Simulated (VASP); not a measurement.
A run of VASP 6.6.1 is set up as follows.

INCAR

```
SYSTEM = GeSe
PREC = Accurate
ENCUT = 520
EDIFF = 1E-6
ISMEAR = 0
SIGMA = 0.03
LREAL = .False.
LASPH = .True.
NELM = 80
ALGO = Normal
ISIF = 2
LWAVE = .False.
LCHARG = .False.
NBANDS = 50
KPAR = 2
```

The input KPOINTS:

```
regular mesh
0
Gamma
  4 8 6
  0 0 0
```

Contents of POSCAR:

```
GeSe                                    
1.0
   10.9655862498      0.0000000000      0.0000000000
    0.0000000000      3.8827657750      0.0000000000
    0.0000000000     -0.0000000000      4.4200472921
  Ge              Se            
     4     4
Direct
     0.1233927516312001    0.7500000000000000    0.8875163003595742
     0.6233927516312001    0.7500000000000000    0.6124836996404259
     0.3766072483687999    0.2500000000000000    0.3875163003595742
     0.8766072483687999    0.2500000000000000    0.1124836996404258
     0.8548942551904906    0.7500000000000000    0.5018587096336309
     0.3548942551904906    0.7500000000000000    0.9981412903663692
     0.6451057448095094    0.2500000000000000    0.0018587096336308
     0.1451057448095094    0.2500000000000000    0.4981412903663692
```

File KPOINTS_OPT:

```
explicit points
198
Reciprocal
 0.0000000000  0.0000000000  0.0000000000 1
 0.0000000000  0.0555555556  0.0000000000 1
 0.0000000000  0.1111111111  0.0000000000 1
 0.0000000000  0.1666666667  0.0000000000 1
 0.0000000000  0.2222222222  0.0000000000 1
 0.0000000000  0.2777777778  0.0000000000 1
[... 190 lines left out ...]
 0.0000000000  0.5000000000  0.0243984500 1
 0.0000000000  0.5000000000 -0.0243984500 1
```

Potentials or basis: VASP PAW LDA potentials, release 64 (Ge_d, Se).

The run is started by

```sh
$ cat potpaw_LDA.64/Ge_d/POTCAR potpaw_LDA.64/Se/POTCAR > POTCAR
$ mpirun -np 2 vasp_std > vasp.out
```

(1) Estimate the band gap on the k mesh.

(2) What does it give for the band gap along the path?

Answers

(1) 0.65 eV, indirect (least direct gap 0.87 eV).

(2) 0.65 eV, indirect (least direct gap 0.86 eV).
